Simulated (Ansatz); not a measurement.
## Magnetic states of manganese, diamond

The calculation used DFT, revPBE, plane waves (420 eV) with PAW, scalar-relativistic in Ansatz 0.2.0. The PAW files were generated under PBE, with cores re-solved for the functional.

Each start was relaxed and then solved on a dense mesh, with Fermi-Dirac smearing of 0.05 eV (0.1 eV in a metal without spin) extrapolated to zero. Rows within 2 meV/atom of each other tie.

Question: Where does each start end, and how do the energies compare? Starts: antiferromagnetic; non-magnetic.

Answer: 
| start | ends | ΔE (meV/atom) | V (Å³/atom) |
| --- | --- | --- | --- |
| antiferromagnetic | antiferromagnetic, largest moment 2.48 μB in the atomic sphere | 0.0 | 18.14 |
| non-magnetic | spin not included | 172.0 | 15.46 |
